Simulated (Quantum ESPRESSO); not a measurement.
# TiSe2 in Quantum ESPRESSO: work function with RPBE+D3

Aim: the work function of TiSe2 with RPBE+D3.

The COD entry that gives the cell may itself be a prediction, so a difference from it is no test against experiment.

Program: Quantum ESPRESSO 7.5. These are calculated values, not measurements. Logs are shortened: lines on timing, memory, paths and dates and some standing lists are left out, and cuts for length are marked.

**1. The structure**

The cell holds a slab with vacuum, 12 atoms: a = 7.072 Å, b = 7.072 Å, c = 21.671 Å, α = 90.00°, β = 90.00°, γ = 120.00°.

**2. Work function, RPBE+D3, slab alone**

The input, pw.in:

```
&CONTROL
  calculation = 'scf'
  prefix = 'pwscf'
  outdir = './tmp'
  pseudo_dir = './pseudo'
  tprnfor = .true.
  disk_io = 'low'
  tefield = .true.
  dipfield = .true.
/
&SYSTEM
  ibrav = 0
  celldm(1) = 8
  nat = 12
  ntyp = 2
  ecutwfc = 40
  ecutrho = 200
  nbnd = 62
  input_dft = 'rpbe'
  occupations = 'smearing'
  smearing = 'mp'
  degauss = 0.00734986
  vdw_corr = 'grimme-d3'
  dftd3_version = 3
  edir = 3
  emaxpos = 0.9168
  eopreg = 0.0461
  eamp = 0
/
&ELECTRONS
  conv_thr = 1.2d-08
  electron_maxstep = 150
  mixing_beta = 0.3
  mixing_mode = 'local-TF'
  tqr = .true.
/
ATOMIC_SPECIES
Se    78.9710 se_pbe_v1.uspp.F.UPF
Ti    47.8670 ti_pbe_v1.4.uspp.F.UPF
CELL_PARAMETERS alat
  1.6705187476876  -0.0000000000000   0.0000000000000
 -0.8352593738320   1.4467116729784   0.0000000000000
  0.0000000000000   0.0000000000000   5.1189471961152
ATOMIC_POSITIONS crystal
Se     0.3333333600    0.1666667000    0.3691630400
Se     0.3333333200    0.6666666400    0.3691630400
Se     0.8333333900    0.1666667000    0.3691630400
Se     0.8333333500    0.6666666400    0.3691630400
Ti     0.0000000000    0.0000000000    0.4398679600
Ti    -0.0000000500    0.4999999400    0.4398679600
Ti     0.5000000300    0.0000000000    0.4398679600
Ti     0.4999999800    0.4999999400    0.4398679600
Se     0.1666667000    0.3333334000    0.5105728800
Se     0.1666666500    0.8333333400    0.5105728800
Se     0.6666667300    0.3333334000    0.5105728800
Se     0.6666666800    0.8333333400    0.5105728800
K_POINTS automatic
2 2 1 0 0 0
```

The input, pp_density.in:

```
&INPUTPP
  prefix = 'pwscf'
  outdir = './tmp'
  filplot = 'density.dat'
  plot_num = 0
/
&PLOT
  nfile = 1
  filepp(1) = 'density.dat'
  iflag = 3
  output_format = 6
  fileout = 'density.cube'
/
```

The input, pp_potential.in:

```
&INPUTPP
  prefix = 'pwscf'
  outdir = './tmp'
  filplot = 'potential.dat'
  plot_num = 11
/
&PLOT
  nfile = 1
  filepp(1) = 'potential.dat'
  iflag = 3
  output_format = 6
  fileout = 'potential.cube'
/
```

Potentials or basis: GBRV 1.5 PBE.

Run with:

```
> OMP_NUM_THREADS=1 mpirun -n 4 pw.x -in pw.in > pw.out
> OMP_NUM_THREADS=1 mpirun -n 1 pp.x -in pp_density.in > pp_density.out
> OMP_NUM_THREADS=1 mpirun -n 1 pp.x -in pp_potential.in > pp_potential.out
```

pw.out:

```text
This program is part of the open-source Quantum ESPRESSO suite
     for quantum simulation of materials; please cite
         "P. Giannozzi et al., J. Phys.:Condens. Matter 21 395502 (2009);
         "P. Giannozzi et al., J. Phys.:Condens. Matter 29 465901 (2017);
         "P. Giannozzi et al., J. Chem. Phys. 152 154105 (2020);
     in publications or presentations arising from this work. More details at

     Presently no symmetry can be used with electric field

     IMPORTANT: XC functional enforced from input :
     Exchange-correlation= RPBE
                           (   1   4  44   4   0   0   0)
     Any further DFT definition will be discarded
     Please, verify this is what you really want

     Found identity + ( -0.0000  0.5000  0.0000) symmetry
     This is a supercell, fractional translations are disabled

     Subspace diagonalization in iterative solution of the eigenvalue problem:
     a serial algorithm will be used

     --------------------
     sticks:   dense  smooth     PW     G-vecs:    dense   smooth      PW
     Min         613     488    142                75543    54105    8386
     Max         614     490    144                75552    54114    8391
     Sum        2455    1957    571               302195   216441   33551

     Using Slab Decomposition

     bravais-lattice index     =            0
     lattice parameter (alat)  =       8.0000  a.u.
     unit-cell volume          =    6334.0859 (a.u.)^3
     number of atoms/cell      =           12
     number of atomic types    =            2
     number of electrons       =        96.00
     number of Kohn-Sham states=           62
     kinetic-energy cutoff     =      40.0000  Ry
     charge density cutoff     =     200.0000  Ry
     scf convergence threshold =      1.2E-08
     mixing beta               =       0.3000
     number of iterations used =            8  local-TF  mixing
     Exchange-correlation= RPBE
                           (   1   4  44   4   0   0   0)

     celldm(1)=   8.000000  celldm(2)=   0.000000  celldm(3)=   0.000000
     celldm(4)=   0.000000  celldm(5)=   0.000000  celldm(6)=   0.000000

     crystal axes: (cart. coord. in units of alat)
               a(1) = (   1.670519  -0.000000   0.000000 )
               a(2) = (  -0.835259   1.446712   0.000000 )
               a(3) = (   0.000000   0.000000   5.118947 )

     reciprocal axes: (cart. coord. in units 2 pi/alat)
               b(1) = (  0.598616  0.345611 -0.000000 )
               b(2) = (  0.000000  0.691223 -0.000000 )
               b(3) = ( -0.000000 -0.000000  0.195353 )

     PseudoPot. # 1 for Se read from file:
     se_pbe_v1.uspp.F.UPF
     Pseudo is Ultrasoft + core correction, Zval =  6.0
     Generated by new atomic code, or converted to UPF format
     Using radial grid of  877 points,  6 beta functions with:
                l(1) =   0
                l(2) =   0
                l(3) =   1
                l(4) =   1
                l(5) =   2
                l(6) =   2
     Q(r) pseudized with  8 coefficients,  rinner =    1.300   1.300   1.300
                                                       1.300   1.300

     PseudoPot. # 2 for Ti read from file:
     ti_pbe_v1.4.uspp.F.UPF
     Pseudo is Ultrasoft + core correction, Zval = 12.0
     Generated by new atomic code, or converted to UPF format
     Using radial grid of  851 points,  6 beta functions with:
                l(1) =   0
                l(2) =   0
                l(3) =   1
                l(4) =   1
                l(5) =   2
                l(6) =   2
     Q(r) pseudized with  6 coefficients,  rinner =    1.000   1.000   1.000
                                                       1.000   1.000

     atomic species   valence    mass     pseudopotential
     Se                6.00    78.97100     Se( 1.00)
     Ti               12.00    47.86700     Ti( 1.00)

     No symmetry found

   Cartesian axes

     site n.     atom                  positions (alat units)
         1        Se     tau(   1) = (   0.4176297   0.2411187   1.8897261  )
         2        Se     tau(   2) = (   0.0000000   0.9644744   1.8897261  )
         3        Se     tau(   3) = (   1.2528891   0.2411187   1.8897261  )
         4        Se     tau(   4) = (   0.8352594   0.9644744   1.8897261  )
         5        Ti     tau(   5) = (   0.0000000   0.0000000   2.2516609  )
         6        Ti     tau(   6) = (  -0.4176297   0.7233557   2.2516609  )
         7        Ti     tau(   7) = (   0.8352594   0.0000000   2.2516609  )
         8        Ti     tau(   8) = (   0.4176297   0.7233557   2.2516609  )
         9        Se     tau(   9) = (   0.0000000   0.4822373   2.6135956  )
        10        Se     tau(  10) = (  -0.4176297   1.2055931   2.6135956  )
        11        Se     tau(  11) = (   0.8352594   0.4822373   2.6135956  )
        12        Se     tau(  12) = (   0.4176297   1.2055931   2.6135956  )

     --------------------------------------------
     DFT-D3 Dispersion Correction (3-body terms):
     --------------------------------------------
       Reference C6 values for interpolation:

         atom   Coordination number   C6
         Ti         0.000          2723.84
         Ti         1.830           604.00
         Ti         3.868           643.18
         Se         0.000           427.35
         Se         0.990           427.57
         Se         1.981           421.05

       Values used:

         atom   Coordination number  R0_AB[au]  C6      C8
         Se         3.424            3.332    421.05  29958.36
         Se         3.424            3.332    421.05  29958.36
         Se         3.424            3.332    421.05  29958.36
         Se         3.424            3.332    421.05  29958.36
         Ti         7.184            3.557    643.18  76289.64
         Ti         7.184            3.557    643.18  76289.64
         Ti         7.184            3.557    643.18  76289.64
         Ti         7.184            3.557    643.18  76289.64
         Se         3.424            3.332    421.05  29958.36
         Se         3.424            3.332    421.05  29958.36
         Se         3.424            3.332    421.05  29958.36
         Se         3.424            3.332    421.05  29958.36

         Molecular C6 ( Ry / a.u.^6 ) =     70157.37

     number of k points=     4  Methfessel-Paxton smearing, width (Ry)=  0.0073
                       cart. coord. in units 2pi/alat
        k(    1) = (   0.0000000   0.0000000   0.0000000), wk =   0.5000000
        k(    2) = (   0.0000000  -0.3456114   0.0000000), wk =   0.5000000
        k(    3) = (  -0.2993082  -0.1728057   0.0000000), wk =   0.5000000
        k(    4) = (  -0.2993082  -0.5184171   0.0000000), wk =   0.5000000

     Dense  grid:   302195 G-vectors     FFT dimensions: (  64,  64, 192)

     Smooth grid:   216441 G-vectors     FFT dimensions: (  54,  54, 180)
     Real space treatment of Q(r)

     Initializing real-space augmentation for DENSE grid
     Message from routine real_space_q:
     integrated real space q too different from target q
     Largest difference:   0.000884 for atom type # 2

     Initial potential from superposition of free atoms

     starting charge      91.9993, renormalised to      96.0000

     negative rho (up, down):  1.821E-02 0.000E+00

     Adding external electric field

     Computed dipole along edir(3) :
        Dipole                0.0000 Ry au,          0.0000 Debye
        Dipole field          0.0000 Ry au,

        Potential amp.       -0.0000 Ry
        Total length         39.0637 bohr

     Starting wfcs are   72 randomized atomic wfcs

     Self-consistent Calculation

     iteration #  1     ecut=    40.00 Ry     beta= 0.30
     Davidson diagonalization with overlap
     ethr =  1.00E-02,  avg # of iterations =  2.0

     Threshold (ethr) on eigenvalues was too large:
     Diagonalizing with lowered threshold

     Davidson diagonalization with overlap
     ethr =  9.24E-04,  avg # of iterations =  1.2

     negative rho (up, down):  1.275E-02 0.000E+00

     Adding external electric field

     Computed dipole along edir(3) :
        Dipole               -0.0001 Ry au,         -0.0003 Debye
        Dipole field         -0.0000 Ry au,
[... 357 lines left out ...]
     Computed dipole along edir(3) :
        Dipole                0.0001 Ry au,          0.0001 Debye
        Dipole field          0.0000 Ry au,

        Potential amp.       -0.0000 Ry
        Total length         39.0637 bohr

     End of self-consistent calculation

          k = 0.0000 0.0000 0.0000 ( 27221 PWs)   bands (ev):

   -59.2712 -59.2639 -59.2639 -59.2639 -35.5537 -35.5537 -35.5537 -35.4867
   -35.4867 -35.4867 -35.4744 -35.4670 -35.4670 -35.4554 -35.4554 -35.4554
   -15.2740 -14.3161 -13.9081 -13.9081 -13.9081 -13.7920 -13.7920 -13.7920
    -6.6615  -6.6615  -6.6615  -6.0854  -5.6601  -5.6601  -5.6601  -4.2569
    -4.2569  -4.2569  -3.9482  -3.9482  -3.9482  -3.8527  -3.8527  -3.4886
    -3.4886  -3.4886  -2.9826  -2.7316  -2.7316  -2.7316  -1.5765  -1.5765
    -1.5765  -1.1817  -1.1817  -1.1095  -1.1095  -0.7206  -0.2186  -0.2186
    -0.2186   0.1535   0.1535   0.1535   1.8149   1.8149

          k = 0.0000-0.3456 0.0000 ( 26982 PWs)   bands (ev):

   -59.2675 -59.2675 -59.2639 -59.2639 -35.5369 -35.5369 -35.5105 -35.5105
   -35.5035 -35.5035 -35.4768 -35.4768 -35.4649 -35.4649 -35.4555 -35.4555
   -14.6811 -14.6811 -14.0620 -14.0620 -13.9371 -13.9371 -13.7833 -13.7833
    -5.8511  -5.8511  -5.5895  -5.5895  -5.4138  -5.4138  -5.1642  -5.1642
    -4.5516  -4.5516  -4.3267  -4.3267  -4.1838  -4.1838  -4.1301  -4.1301
    -3.7757  -3.7757  -3.3904  -3.3904  -2.6313  -2.6313  -2.5149  -2.5149
    -1.2647  -1.2647  -0.6003  -0.6003  -0.2303  -0.2303  -0.1406  -0.1406
    -0.0231  -0.0231  -0.0217  -0.0217   0.9332   1.0136

          k =-0.2993-0.1728 0.0000 ( 26982 PWs)   bands (ev):

   -59.2675 -59.2675 -59.2639 -59.2639 -35.5369 -35.5369 -35.5105 -35.5105
   -35.5035 -35.5035 -35.4768 -35.4768 -35.4649 -35.4649 -35.4555 -35.4555
   -14.6811 -14.6811 -14.0620 -14.0620 -13.9371 -13.9371 -13.7833 -13.7833
    -5.8511  -5.8511  -5.5895  -5.5895  -5.4138  -5.4138  -5.1642  -5.1642
    -4.5516  -4.5515  -4.3267  -4.3267  -4.1838  -4.1838  -4.1301  -4.1301
    -3.7757  -3.7757  -3.3904  -3.3904  -2.6313  -2.6313  -2.5149  -2.5149
    -1.2647  -1.2647  -0.6003  -0.6003  -0.2303  -0.2303  -0.1406  -0.1406
    -0.0231  -0.0231  -0.0217  -0.0217   0.9331   1.0141

          k =-0.2993-0.5184 0.0000 ( 26982 PWs)   bands (ev):

   -59.2675 -59.2675 -59.2639 -59.2639 -35.5369 -35.5369 -35.5105 -35.5105
   -35.5035 -35.5035 -35.4768 -35.4768 -35.4649 -35.4649 -35.4555 -35.4555
   -14.6811 -14.6811 -14.0620 -14.0620 -13.9371 -13.9371 -13.7833 -13.7833
    -5.8511  -5.8511  -5.5895  -5.5895  -5.4138  -5.4138  -5.1642  -5.1642
    -4.5516  -4.5516  -4.3267  -4.3267  -4.1838  -4.1838  -4.1301  -4.1301
    -3.7757  -3.7757  -3.3904  -3.3904  -2.6313  -2.6313  -2.5149  -2.5149
    -1.2647  -1.2647  -0.6003  -0.6003  -0.2303  -0.2303  -0.1406  -0.1406
    -0.0231  -0.0231  -0.0217  -0.0217   0.9331   0.9331

     the Fermi energy is    -1.5563 ev

!    total energy              =    -827.78818224 Ry
     estimated scf accuracy    <          3.5E-09 Ry
     smearing contrib. (-TS)   =      -0.00136132 Ry
     internal energy E=F+TS    =    -827.78682092 Ry

     The total energy is F=E-TS. E is the sum of the following terms:
     one-electron contribution =   -3540.06172708 Ry
     hartree contribution      =    1769.59863053 Ry
     xc contribution           =    -310.61665706 Ry
     ewald contribution        =    1253.55697019 Ry
     DFT-D3 Dispersion         =      -0.26403750 Ry
     electric field correction =       0.00000000 Ry

     convergence has been achieved in  21 iterations

     negative rho (up, down):  1.681E-02 0.000E+00

     Forces acting on atoms (cartesian axes, Ry/au):

     atom    1 type  1   force =     0.00000011    0.00000005   -0.01796409
     atom    2 type  1   force =    -0.00000032   -0.00000015   -0.01796390
     atom    3 type  1   force =    -0.00000017    0.00000009   -0.01796359
     atom    4 type  1   force =     0.00000000   -0.00000015   -0.01796381
     atom    5 type  2   force =     0.00000039   -0.00000006   -0.00054642
     atom    6 type  2   force =    -0.00000006    0.00000054   -0.00054636
     atom    7 type  2   force =    -0.00000009   -0.00000037   -0.00054668
     atom    8 type  2   force =    -0.00000013    0.00000028   -0.00054649
     atom    9 type  1   force =    -0.00000002   -0.00000000    0.01851044
     atom   10 type  1   force =     0.00000033   -0.00000010    0.01851049
     atom   11 type  1   force =    -0.00000004   -0.00000004    0.01851033
     atom   12 type  1   force =    -0.00000001   -0.00000009    0.01851008

     Total force =     0.051600     Total SCF correction =     0.000079

=------------------------------------------------------------------------------=
   JOB DONE.
=------------------------------------------------------------------------------=
```

Run time: 83 s. Hardware: 4 MPI ranks of Intel Xeon Platinum 8488C (Sapphire Rapids), shared host; peak memory 0.88 GiB.

Results:

```
Free energy                     : -11262.6320 eV
Largest force                   : 0.476 eV/Å
Band gap on the k mesh          : none (metal or under the smearing width)
Dipole across the slab          : 0.00 D
Work function of the upper face : 5.22 eV
Work function of the lower face : 5.22 eV
```

Forces in eV/Å, atoms in the order of the input:
```
Se   0.000  0.000 -0.462
Se   0.000  0.000 -0.462
Se   0.000  0.000 -0.462
Se   0.000  0.000 -0.462
Ti   0.000  0.000 -0.014
Ti   0.000  0.000 -0.014
Ti   0.000  0.000 -0.014
Ti   0.000  0.000 -0.014
Se   0.000  0.000  0.476
Se   0.000  0.000  0.476
Se   0.000  0.000  0.476
Se   0.000  0.000  0.476
```

Caveat: the k mesh is coarse (spacing up to 0.51 Å⁻¹), so the values aren't converged; the potentials were made for another functional, which shifts forces and pressure; real space augmentation costs some meV and hundredths of eV per Å.
